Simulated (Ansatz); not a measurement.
A plane-wave DFT run in Ansatz 0.2.0 (scalar-relativistic PAW potentials unless the input names others): input and command.

```yaml
crystal:
  lattice:
    - [2.5561728186, 0.0, 0.0]
    - [-1.2780864093, 2.2137105973, 0.0]
    - [0.0, 0.0, 4.6321333564]
  atoms:
    - { symbol: Cr, position: [0.3333333333, 0.6666666667, 0.25] }
    - { symbol: Cr, position: [0.6666666667, 0.3333333333, 0.75] }
basis:
  ecutwfc: 420
kpoints:
  mp_grid: { grid: [21, 21, 10] }
hamiltonian:
  xc: pbe
scf:
  occupations: { method: gaussian, width: 0.1 }
  max_iter: 80
output:
  forces: true
  Eigenvalues: true
  stress: true
```

```bash
ansatz run input.yaml --threads 1 --pin off --max-ram 2560MiB --backend cpu --events-out ev --progress --plain --runs-dir out
```

Will this input run?

The program refuses it, because of a misspelt key (the key output.eigenvalues typed as Eigenvalues). With the key spelt rightly it is accepted.

Abridged log:
```
Error: YAML parse error: error: line 20 column 3: unknown field `Eigenvalues`, expected one of write_density, write_potential, write_potential_components, volumetric_format, write_bands, fatbands, populations, hubbard, elf, band_densities, bader, dos, optics, efg, charged_corrections, wannier, polarization, topological_invariants, transmission, current_voltage, crpa, pair_interaction, rpa_energy, embedding, core_levels, xc_energy_on_converged_density, boltztrap, local_orbitals, orbitals, eigenstates, states_by_energy, atomic_orbital_hamiltonian, active_space, given_orbital_levels, support_matr ...
  --> <input>:20:3
   |
18 | output:
19 |   forces: true
20 |   Eigenvalues: true
   |   ^ unknown field `Eigenvalues`, expected one of write_density, write_potential, write_potential_components, volumetric_format, write_bands, fatbands, populations, hubbard, elf, band_densities, bader, dos, optics, efg, charged_corrections, wannier, polarization, topological_invariants, transmission, current_voltage, crpa, pair_interaction, rpa_energy, embedding, core_levels, xc_energy_on_converged_density, boltztrap, local_orbitals, orbitals, eigenstates, states_by_energy, atomic_orbital_hamiltonian, active_space, given_orbital_levels, support_matrices, forces, stress, cutoff_correction,  ...
21 |   stress: true
   |
```